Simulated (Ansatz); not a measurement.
A one-shot G0W0 calculation of rocksalt CaO with the PAW code Ansatz, at the level G0W0@PBE with 114 empty bands, a screening cutoff of 150 eV and a 6×6×6 mesh. The cell was relaxed with r2SCAN and then strained, so it isn't that functional's minimum.

```yaml
crystal:
  lattice:
    - [-0.0239755013, 2.397550126, 2.397550126]
    - [2.397550126, -0.0239755013, 2.397550126]
    - [2.3735746247, 2.3735746247, 0.0]
  atoms:
    - { symbol: Ca, position: [0.0, 0.0, 0.0] }
    - { symbol: O, position: [0.5, 0.5, 0.5] }
kpoints:
  mp_grid: { grid: [6, 6, 6] }
hamiltonian:
  xc: pbe
scf:
  occupations: { method: fixed }
gw:
  n_empty_bands: 114
  ecut_chi: 150
  qp_bands: [v2, c2]
  qp_kpoints: band_edges
  screening: { model: contour_deformation }
```

Some lines of the output have been replaced by numbered gaps.
```
Functional definition: PBE
Crystal: 2 atoms, lattice volume = 27.561 Å³
[1]
Bands: 12, of which v1, the nominal top of the filled ones, is band 8 counted from 1 (7 counted from 0)
Symmetry: 8 space group operations
Space group: Immm (ITA 71)
k-points: 46 of 216
preconditioner: auto → none  [insulator: Δε(μ)=3.615 eV  ℏωp=26.5 eV]
Free energy (F): -2387.715279 eV
Fermi energy:    7.809134 eV
--- Band table (eV; the first three rows and the last of 46) ---
  k-point 0: bands = […, -10.5978, -10.5963, -7.7553, 7.7422, 7.7739, 7.8091, 12.5583, 13.9287, 14.0292, 14.1293]
  k-point 1: bands = […, -10.6132, -10.6119, -7.3853, 6.9350, 7.3800, 7.4324, 13.6482, 14.0667, 14.4011, 14.5378]
  k-point 2: bands = […, -10.6445, -10.6381, -6.7979, 5.6660, 6.7671, 6.8336, 14.3445, 15.4920, 15.5497, 15.6929]
  k-point 45: bands = […, -10.8383, -10.8207, -7.5212, 6.4777, 7.3572, 7.4505, 11.4255, 15.8772, 16.7137, 17.3468]
--- G₀W₀: contour deformation, 6 samples at zero and on the imaginary axis and 2 off it, 216 q-points, 114 empty bands' worth ---
    ik  band        ε_KS         Σx   Σc(E_QP)       V_xc       Z   E_QP_lin       E_QP  E_QP is
     0     7      7.7739   -25.5028     4.3227   -20.2153  0.7534     6.7962     6.8091  root
     0     8      7.8091   -25.5283     4.3307   -20.2364  0.7533     6.8352     6.8480  root
     0     9     12.5583    -7.5876    -3.9822   -12.1904  0.8309    13.1821    13.1789  root
     0    10     13.9287    -7.5142    -5.1482   -14.4933  0.8123    15.8063    15.7596  root
     1     7      7.3800   -24.8835     4.2908   -19.6077  0.7524     6.3807     6.3949  root
     1     8      7.4324   -24.9304     4.3023   -19.6480  0.7522     6.4383     6.4524  root
     1     9     13.6482    -7.9600    -4.1822   -12.9663  0.8215    14.4790    14.4722  root
     1    10     14.0667    -8.4011    -4.8593   -14.9026  0.8059    15.7460    15.7089  root
     4     7  [2]
     4     8  [3]
     4     9     13.6657    -8.2497    -4.0756   -13.0801  0.8209    14.4260    14.4205  root
     4    10     13.9570    -8.1067    -4.9378   -14.7426  0.8074    15.6950    15.6552  root
     5     7      7.5887   -25.1778     4.3034   -19.8835  0.7535     6.5839     6.5978  root
     5     8      7.5904   -25.1791     4.3041   -19.8838  0.7535     6.5853     6.5992  root
     5     9     13.1716    -6.9108    -4.8760   -13.3785  0.8192    14.7947    14.7632  root
     5    10     13.6839    -8.1909    -4.1762   -13.2190  0.8216    14.5430    14.5359  root
     6     7      7.0374   -24.3478     4.2840   -19.0318  0.7515     5.9890     6.0054  root
     6     8      7.2184   -24.7132     4.3205   -19.3763  0.7516     6.1864     6.2021  root
     6     9     13.0725    -7.1998    -4.7213   -13.4165  0.8174    14.5949    14.5678  root
     6    10     15.0498    -8.8265    -4.5241   -14.4908  0.8067    16.2068    16.1900  root
     8     7      6.6325   -24.1288     4.4080   -18.6891  0.7459     5.5830     5.6009  root
     8     8      6.7966   -24.0599     4.3022   -18.6836  0.7509     5.7040     5.7226  root
     8     9     14.4506    -8.6891    -4.9205   -15.2489  0.7977    16.1310    16.0899  root
     8    10     15.2028    -8.9826    -5.0316   -15.6126  0.7921    16.8439    16.8012  root
     9     7  [4]
     9     8      7.3182   -24.5654     4.2386   -19.3012  0.7542     6.2773     6.2928  root
     9     9     13.8376    -8.0137    -4.8396   -14.4647  0.8077    15.4844    15.4490  root
     9    10     14.6079    -8.5561    -4.4889   -14.1853  0.8111    15.7640    15.7481  root
    11     7  [5]
    11     8      7.2368   -24.7291     4.3168   -19.3979  0.7518     6.2070     6.2225  root
    11     9     13.1142    -7.2638    -4.7223   -13.4877  0.8169    14.6432    14.6157  root
    11    10     14.9891    -8.8904    -4.5366   -14.5932  0.8056    16.1728    16.1552  root
    12     7      7.4173   -25.1342     4.3510   -19.7526  0.7528     6.3711     6.3867  root
    12     8      7.4177   -25.1339     4.3505   -19.7531  0.7528     6.3719     6.3875  root
    12     9     11.9239    -6.3700    -4.5122   -12.2017  0.8283    13.2615    13.2433  root
    12    10     15.1962    -8.5296    -4.8422   -14.7971  0.8108    16.6482    16.6213  root
  […]
```

The points are ik 0 = (0, 0, 0) (Γ), ik 1 = (0, 0, 1/6), ik 4 = (0, 1/6, 0), ik 5 = (0, 1/6, 1/6), ik 6 = (0, 1/6, 1/3), ik 8 = (0, 1/6, -1/3), ik 9 = (0, 1/6, -1/6), ik 11 = (0, 1/3, 1/6), ik 12 = (0, 1/3, 1/3), ik 13 = (0, 1/3, -1/2), ik 18 = (0, -1/2, 1/3), ik 19 = (0, -1/2, -1/2) (X); band 8 is the last filled one.

**Question.** Give the withheld lines. They hold quasiparticle rows, cutoff and plane waves at Γ.

**Answer.**
```
[1]
Basis set: ecut = 420 eV, 537 PW (Γ)
[2]
     4     7      7.4148   -24.9143     4.2943   -19.6389  0.7523     6.4197     6.4337  root
[3]
     4     8      7.4699   -24.9648     4.3056   -19.6828  0.7522     6.4797     6.4936  root
[4]
     9     7      6.9390   -24.3823     4.3496   -19.0291  0.7485     5.9196     5.9355  root
[5]
    11     7      7.0673   -24.3680     4.2908   -19.0473  0.7514     6.0212     6.0375  root
```
Only the leading digits can be foreseen; the rest is this run's record.

Run as `ansatz run input.yaml --threads 2 --pin off --max-ram 2211MiB --backend cpu --events-out ev --progress --plain --runs-dir out`.

The values are computed, spin-unpolarised, and not measurements.
